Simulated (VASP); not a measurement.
# Er (Fm-3m) in VASP: notebook

The runs below take Er through single point, with PBE.

Everything below comes from runs of VASP 6.6.1. Logs are shortened: lines on timing, memory, paths and dates and some standing lists are left out, and cuts for length are marked.

### 1 The crystal as given

Symmetry: Fm-3m, No. 225, cubic system. Conventional cell: a = 4.960 Å, b = 4.960 Å, c = 4.960 Å, α = 90.00°, β = 90.00°, γ = 90.00°. Er (site symmetry m-3m) is surrounded by 12 Er at 3.51 Å.

This isn't the form of Er at room conditions, which is hcp.

### 2 Single point, PBE, collinear spin, ferromagnetic start

The input, INCAR:

```
SYSTEM = Er
PREC     = Accurate       ! precision mode
ENCUT    = 350            ! plane-wave cutoff, eV
EDIFF    = 1E-6           ! SCF threshold, eV
ISMEAR   = 0              ! smearing method
SIGMA    = 0.2            ! smearing width, eV
LREAL    = .False.        ! projectors in reciprocal space
LASPH    = .True.         ! aspherical terms in the spheres
NELM     = 100            ! most SCF steps
ALGO     = Normal         ! electronic algorithm
ISIF     = 2              ! what is computed and relaxed
LWAVE    = .False.        ! write WAVECAR
LCHARG   = .False.        ! write CHGCAR
ISPIN    = 2              ! spin polarisation
MAGMOM   = 3              ! initial moments
LORBIT   = 11             ! projections on sites
LMAXMIX  = 6              ! l up to which the mixer works
GGA      = PE             ! functional
ADDGRID  = .False.
```

The input, KPOINTS:

```
Automatic mesh
0
Gamma
  4 4 4
  0 0 0
```

The input, POSCAR:

```
Er
1.0
    0.0000000000      2.4798434248      2.4798434248
    2.4798434248      0.0000000000      2.4798434248
    2.4798434248      2.4798434248      0.0000000000
Er
1
Direct
    0.0000000000      0.0000000000      0.0000000000
```

Potentials or basis: VASP PAW PBE potentials, release 64 (Er_3), 4f in core.

Command:

```
$ cat potpaw_PBE.64/Er_3/POTCAR > POTCAR
$ mpirun -np 1 vasp_std > vasp.out
```

OUTCAR:

```text
SYSTEM = Er
   PREC = Accurate
   ENCUT = 350
   EDIFF = 1E-6
   ISMEAR = 0
   LREAL = .False.
   LASPH = .True.
   NELM = 100
   ISIF = 2
   ISPIN = 2
   LORBIT = 11
   GGA = PE

 Found      8 irreducible k-points:

 Following reciprocal coordinates:
            Coordinates               Weight
  0.000000  0.000000  0.000000      1.000000
  0.250000  0.000000  0.000000      8.000000
  0.500000  0.000000  0.000000      4.000000
  0.250000  0.250000  0.000000      6.000000
  0.500000  0.250000  0.000000     24.000000
 -0.250000  0.250000  0.000000     12.000000
   k-points           NKPTS =      8   k-points in BZ     NKDIM =      8   number of bands    NBANDS=     10
   number of dos      NEDOS =    301   number of ions     NIONS =      1
   total plane-waves  NPLWV =  13824
   dimension x,y,z NGX =    24 NGY =   24 NGZ =   24
   dimension x,y,z NGXF=    48 NGYF=   48 NGZF=   48
   ions per type =               1
   NGX,Y,Z   is equivalent  to a cutoff of  11.38, 11.38, 11.38 a.u.
   NGXF,Y,Z  is equivalent  to a cutoff of  22.75, 22.75, 22.75 a.u.
 SYSTEM =  Er
   PREC   = accura    normal or accurate (medium, high low for compatibility)
   ISTART =      0    job   : 0-new  1-cont  2-samecut
   ICHARG =      2    charge: 1-file 2-atom 10-const
   ISPIN  =      2    spin polarized calculation?
   LNONCOLLINEAR =      F non collinear calculations
   LSORBIT =      F    spin-orbit coupling
   LASPH  =      T    aspherical Exc in radial PAW
   ENCUT  =  350.0 eV  25.72 Ry    5.07 a.u.   5.35  5.35  5.35*2*pi/ulx,y,z
   NELM   =    100;   NELMIN=  2; NELMDL= -5     # of ELM steps
   EDIFF  = 0.1E-05   stopping-criterion for ELM
   LREAL  =      F    real-space projection
   EDIFFG = 0.1E-04   stopping-criterion for IOM
   NSW    =      0    number of steps for IOM
   IBRION =     -1    ionic relax: 0-MD 1-quasi-New 2-CG
   NFREE  =      0    steps in history (QN), initial steepest desc. (CG)
   ISIF   =      2    stress and relaxation
   ISYM   =      2    0-nonsym 1-usesym 2-fastsym
   POTIM  = 0.5000    time-step for ionic-motion
   TEBEG  =    0.0;   TEEND  =   0.0 temperature during run
   PSTRESS=    0.0 pullay stress
   NELECT =       9.0000    total number of electrons
   NUPDOWN=      -1.0000    fix difference up-down
   EMIN   =  10.00;   EMAX   =-10.00  energy-range for DOS
   EFERMI =   0.00;   METHOD = LEGACY
   ISMEAR =     0;   SIGMA  =   0.20  broadening in eV -4-tet -1-fermi 0-gaus
   EFERMI_NEDOS =   21; number of points for ismear=-14 and -15
   IALGO  =     38    algorithm
   IMIX   =      4    mixing-type and parameters
     AMIX     =   0.40;   BMIX     =  1.00
     AMIX_MAG =   1.60;   BMIX_MAG =  1.00
  volume/ion in A,a.u.               =      30.50       205.83
  Fermi-wavevector in a.u.,A,eV,Ry     =   1.089904  2.059619 16.162222  1.187890
  Thomas-Fermi vector in A             =   2.226117
   LORBIT       =     11    0 simple, 1 ext, 2 COOP (PROOUT), +10 PAW based schemes
   GGA     = PE    functional components
   LHFCALC =     F    Hartree Fock is set to
   AEXX    =    0.0000 exact exchange contribution
   IVDW    =     0    specifies the selected vdW correction
   LEPSILON=     F    determine dielectric tensor
   LRPA    =     F    only Hartree local field effects (RPA)
 spin polarized calculation
 Gauss-broadening in eV      SIGMA  =   0.20
  energy-cutoff  :      350.00
  volume of cell :       30.50
 maximum number of plane-waves:       465
 NGX is ok and might be reduce to    24
   NGX = 11   NGY = 11   NGZ = 11

 number of electron       8.9999998 magnetization       0.3487907

 number of electron       8.9999998 magnetization      -0.0021650

 Free energy of the ion-electron system (eV)
  ---------------------------------------------------
  ext. energy  EPLUGINS =         0.00000000
  ---------------------------------------------------
  free energy    TOTEN  =        -4.46820366 eV

  energy without entropy =       -4.43852345  energy(sigma->0) =       -4.45336355

 E-fermi :   3.2167     XC(G=0):  -9.8794

 val. band max:        2.7470447537   @ k =   0.5000   0.2500   0.0000
 cond. band min:       3.2529859516   @ k =   0.2500   0.2500   0.0000
 fundamental gap:      0.5059411979
 Fermi energy:         3.2167316439

 spin component 1

 k-point     1 :       0.0000    0.0000    0.0000
  band No.  band energies     occupation
      1     -21.3278      1.00000
      2     -21.3278      1.00000
      3     -21.3278      1.00000
      4      -2.4844      1.00000
      5       5.0800      0.00000
      6       5.0800      0.00000
      7       5.0800      0.00000
      8       7.4262      0.00000
      9       7.4262      0.00000
     10      12.6345      0.00000

 k-point     2 :       0.2500    0.0000    0.0000
  band No.  band energies     occupation
      1     -21.6360      1.00000
      2     -21.3680      1.00000
      3     -21.3680      1.00000
      4      -0.9530      1.00000
      5       3.8666      0.00000
      6       5.3601      0.00000
      7       5.3601      0.00000
      8       7.3841      0.00000
      9       7.3841      0.00000
     10      12.6687      0.00000

 k-point     3 :       0.5000    0.0000    0.0000
  band No.  band energies     occupation
      1     -21.9260      1.00000
      2     -21.4076      1.00000
      3     -21.4076      1.00000
      4       0.6577      1.00000
      5       3.7642      0.00005
      6       4.8781      0.00000
      7       4.8781      0.00000
      8       9.1768      0.00000
      9       9.1768      0.00000
     10      11.3264      0.00000

 k-point     4 :       0.2500    0.2500    0.0000
  band No.  band energies     occupation
      1     -21.6236      1.00000
      2     -21.4363      1.00000
      3     -21.4363      1.00000
      4      -0.4563      1.00000
      5       3.2553      0.39244
      6       5.0037      0.00000
      7       6.4154      0.00000
      8       6.4154      0.00000
      9       8.2112      0.00000
     10      15.8450      0.00000

 k-point     5 :       0.5000    0.2500    0.0000
  band No.  band energies     occupation
      1     -21.8237      1.00000
      2     -21.5654      1.00000
      3     -21.4758      1.00000
      4       1.5411      1.00000
      5       2.7470      0.99955
      6       4.0077      0.00000
      7       6.3354      0.00000
      8       9.2047      0.00000
      9       9.3323      0.00000
     10      10.8192      0.00000

 k-point     6 :      -0.2500    0.2500    0.0000
  band No.  band energies     occupation
      1     -21.7595      1.00000
      2     -21.5790      1.00000
      3     -21.4081      1.00000
      4       1.0763      1.00000
      5       3.4348      0.06155
      6       3.7440      0.00010
      7       5.9783      0.00000
      8       7.0875      0.00000
      9       9.8350      0.00000
     10      12.3907      0.00000

 [... further k-points ...]

 spin component 2

 k-point     1 :       0.0000    0.0000    0.0000
  band No.  band energies     occupation
      1     -21.3285      1.00000
      2     -21.3285      1.00000
      3     -21.3285      1.00000
      4      -2.4862      1.00000
      5       5.0782      0.00000
      6       5.0782      0.00000
      7       5.0782      0.00000
      8       7.4256      0.00000
      9       7.4256      0.00000
     10      12.6301      0.00000

 k-point     2 :       0.2500    0.0000    0.0000
  band No.  band energies     occupation
      1     -21.6367      1.00000
      2     -21.3686      1.00000
      3     -21.3686      1.00000
      4      -0.9547      1.00000
      5       3.8645      0.00000
      6       5.3587      0.00000
      7       5.3587      0.00000
      8       7.3833      0.00000
      9       7.3833      0.00000
     10      12.6680      0.00000

 k-point     3 :       0.5000    0.0000    0.0000
  band No.  band energies     occupation
      1     -21.9267      1.00000
      2     -21.4083      1.00000
      3     -21.4083      1.00000
      4       0.6554      1.00000
      5       3.7630      0.00006
      6       4.8771      0.00000
      7       4.8771      0.00000
      8       9.1759      0.00000
      9       9.1759      0.00000
     10      11.3251      0.00000

 k-point     4 :       0.2500    0.2500    0.0000
  band No.  band energies     occupation
      1     -21.6243      1.00000
      2     -21.4370      1.00000
      3     -21.4370      1.00000
      4      -0.4578      1.00000
      5       3.2530      0.39884
      6       5.0029      0.00000
      7       6.4137      0.00000
      8       6.4137      0.00000
      9       8.2108      0.00000
     10      16.0630      0.00000

 k-point     5 :       0.5000    0.2500    0.0000
  band No.  band energies     occupation
      1     -21.8245      1.00000
      2     -21.5661      1.00000
      3     -21.4765      1.00000
      4       1.5396      1.00000
      5       2.7454      0.99957
      6       4.0058      0.00000
      7       6.3344      0.00000
      8       9.2034      0.00000
      9       9.3313      0.00000
     10      10.8179      0.00000

 k-point     6 :      -0.2500    0.2500    0.0000
  band No.  band energies     occupation
      1     -21.7602      1.00000
      2     -21.5798      1.00000
      3     -21.4088      1.00000
      4       1.0745      1.00000
      5       3.4324      0.06364
      6       3.7432      0.00010
      7       5.9777      0.00000
      8       7.0859      0.00000
      9       9.8340      0.00000
     10      12.3895      0.00000

 [... further k-points ...]

------------------------ aborting loop because EDIFF is reached ----------------------------------------

  FORCE on cell =-STRESS in cart. coord.  units (eV):
  Direction    XX          YY          ZZ          XY          YZ          ZX
  --------------------------------------------------------------------------------------
  -------------------------------------------------------------------------------------
  Total        0.1709948      0.1709948      0.1709948      0.0000000     -0.0000000      0.0000000
  in kB        8.9823666      8.9823666      8.9823666      0.0000000     -0.0000000      0.0000000
  external PRESSURE =       8.9823666 kB  Pullay stress =       0.0000000 kB

 VOLUME and BASIS-vectors are now :
 -----------------------------------------------------------------------------
  energy-cutoff  :      350.00
  volume of cell :       30.50
      direct lattice vectors                 reciprocal lattice vectors
     0.000000000  2.479843425  2.479843425    -0.201625633  0.201625633  0.201625633
     2.479843425  0.000000000  2.479843425     0.201625633 -0.201625633  0.201625633
     2.479843425  2.479843425  0.000000000     0.201625633  0.201625633 -0.201625633

 POSITION                                       TOTAL-FORCE (eV/Angst)
 -----------------------------------------------------------------------------------
      0.00000      0.00000      0.00000         0.000000      0.000000      0.000000
 -----------------------------------------------------------------------------------
    total drift:                                0.000000      0.000000      0.000000

  FREE ENERGIE OF THE ION-ELECTRON SYSTEM (eV)
  ---------------------------------------------------
  free  energy   TOTEN  =        -4.4682036629 eV

  energy  without entropy=       -4.4385234455  energy(sigma->0) =       -4.45336355

 total charge

# of ion       s       p       d       tot
------------------------------------------
    1        0.510   6.543   1.079   8.132

 magnetization (x)

# of ion       s       p       d       tot
------------------------------------------
    1       -0.000  -0.000  -0.001  -0.001
```

Run time: 5.7 s. Hardware: 1 thread of Intel Xeon 6975P-C (Granite Rapids), shared host; peak memory 0.14 GiB.

The run converged, but some of its settings lie outside the range that counts as converged, so its numbers aren't taken as properties of the crystal.

What came out:

- Free energy: -4.4682 eV
- Pressure: 0.9 GPa
- Band gap on the k mesh: none (metal or under the smearing width)
- Net moment: 0.00 μB per cell
- Valence electrons inside the program's atomic spheres: Er 8.13

Caveat: the k mesh is coarse (spacing up to 0.55 Å⁻¹), so the values aren't converged; the magnetic or orbital state may not be the lowest; spin-orbit coupling is left out, which moves the levels of the heavy elements; the 4f electrons are frozen in the core as for a trivalent ion, so they carry no moment and show no levels.

### 3 Single point, PBE, collinear spin, ferromagnetic start

INCAR is that of step 2.

KPOINTS is that of step 2.

The input, POSCAR:

```
Er
1.0
   -0.0089250000      2.4571370000      2.4791170000
    2.4542050000     -0.0023290000      2.4725200000
    2.4870360000      2.4833720000     -0.0351600000
Er
1
Direct
   -0.0043710000     -0.0077920000     -0.0181410000
```

Potentials or basis: VASP PAW PBE potentials, release 64 (Er_3), 4f in core.

Command:

```
$ cat potpaw_PBE.64/Er_3/POTCAR > POTCAR
$ mpirun -np 1 vasp_std > vasp.out
```

OUTCAR:

```text
SYSTEM = Er
   PREC = Accurate
   ENCUT = 350
   EDIFF = 1E-6
   ISMEAR = 0
   LREAL = .False.
   LASPH = .True.
   NELM = 100
   ISIF = 2
   ISPIN = 2
   LORBIT = 11
   GGA = PE

 Found     36 irreducible k-points:

 Following reciprocal coordinates:
            Coordinates               Weight
  0.000000  0.000000  0.000000      1.000000
  0.250000  0.000000 -0.000000      2.000000
  0.500000  0.000000 -0.000000      1.000000
  0.000000  0.250000 -0.000000      2.000000
  0.250000  0.250000 -0.000000      2.000000
  0.500000  0.250000 -0.000000      2.000000
   k-points           NKPTS =     36   k-points in BZ     NKDIM =     36   number of bands    NBANDS=     10
   number of dos      NEDOS =    301   number of ions     NIONS =      1
   total plane-waves  NPLWV =  13824
   dimension x,y,z NGX =    24 NGY =   24 NGZ =   24
   dimension x,y,z NGXF=    48 NGYF=   48 NGZF=   48
   ions per type =               1
   NGX,Y,Z   is equivalent  to a cutoff of  11.43, 11.45, 11.35 a.u.
   NGXF,Y,Z  is equivalent  to a cutoff of  22.86, 22.91, 22.70 a.u.
 SYSTEM =  Er
   PREC   = accura    normal or accurate (medium, high low for compatibility)
   ISTART =      0    job   : 0-new  1-cont  2-samecut
   ICHARG =      2    charge: 1-file 2-atom 10-const
   ISPIN  =      2    spin polarized calculation?
   LNONCOLLINEAR =      F non collinear calculations
   LSORBIT =      F    spin-orbit coupling
[... 154 lines left out ...]
      7       5.1741      0.00000
      8       7.3733      0.00000
      9       7.4857      0.00000
     10      12.6277      0.00000
[... 53 lines left out ...]
 k-point     6 :       0.5000    0.2500   -0.0000
  band No.  band energies     occupation
      1     -21.8194      1.00000
      2     -21.5696      1.00000
      3     -21.4790      1.00000
      4       1.5360      1.00000
      5       2.7817      0.99885
      6       3.9743      0.00000
      7       6.3155      0.00000
      8       9.2522      0.00000
      9       9.2971      0.00000
     10      10.7868      0.00000

 [... further k-points ...]
[... 5 lines left out ...]
  --------------------------------------------------------------------------------------
  -------------------------------------------------------------------------------------
  Total        0.1687590      0.1655186      0.1853531     -0.0809751      0.0930081      0.1331174
  in kB        8.8649189      8.6947012      9.7366076     -4.2536257      4.8857209      6.9926626
  external PRESSURE =       9.0987425 kB  Pullay stress =       0.0000000 kB

 VOLUME and BASIS-vectors are now :
 -----------------------------------------------------------------------------
  energy-cutoff  :      350.00
  volume of cell :       30.50
      direct lattice vectors                 reciprocal lattice vectors
    -0.008925000  2.457137000  2.479117000    -0.201313527  0.204442392  0.200014888
     2.454205000 -0.002329000  2.472520000     0.204685885 -0.202140878  0.201085569
     2.487036000  2.483372000 -0.035160000     0.199378760  0.200206110 -0.197713292

 POSITION                                       TOTAL-FORCE (eV/Angst)
 -----------------------------------------------------------------------------------
      4.86811      4.88241      4.88701         0.000000      0.000000      0.000000
 -----------------------------------------------------------------------------------
    total drift:                               -0.000002     -0.000001     -0.000000

  FREE ENERGIE OF THE ION-ELECTRON SYSTEM (eV)
  ---------------------------------------------------
  free  energy   TOTEN  =        -4.4662490683 eV

  energy  without entropy=       -4.4369370501  energy(sigma->0) =       -4.45159306

 total charge

# of ion       s       p       d       tot
------------------------------------------
    1        0.510   6.543   1.079   8.132

 magnetization (x)

# of ion       s       p       d       tot
------------------------------------------
    1       -0.000  -0.000  -0.001  -0.002
```

It took 9.8 s on 1 thread of Intel Xeon 6975P-C (Granite Rapids), shared host; peak memory 0.15 GiB.

These settings aren't checked as converged: the numbers below hold their error.

Results:

```
Free energy                                           : -4.4662 eV
Pressure                                              : 0.9 GPa
Band gap on the k mesh                                : none (metal or under the smearing width)
Net moment                                            : 0.00 μB per cell
Valence electrons inside the program's atomic spheres : Er 8.13
```

Caveat: the k mesh is coarse (spacing up to 0.55 Å⁻¹), so the values aren't converged; the magnetic or orbital state may not be the lowest; spin-orbit coupling is left out, which moves the levels of the heavy elements; the 4f electrons are frozen in the core as for a trivalent ion, so they carry no moment and show no levels.

### 4 For comparison

An earlier run on the cell as given: functional PBE; potentials or basis VASP PAW PBE potentials, release 64 (Er); cutoff 520 eV; k mesh 9 × 9 × 9; occupations fermi-dirac, width 0.05 eV; collinear spin, ferromagnetic start; starting moments [3.0] μB.

* Pressure: 2.8 GPa
* Band gap on the k mesh: none (metal or under the smearing width)
* Net moment: 2.42 μB per cell
* Site moments: Er +2.43 μB
* Valence electrons inside the program's atomic spheres: Er 19.66
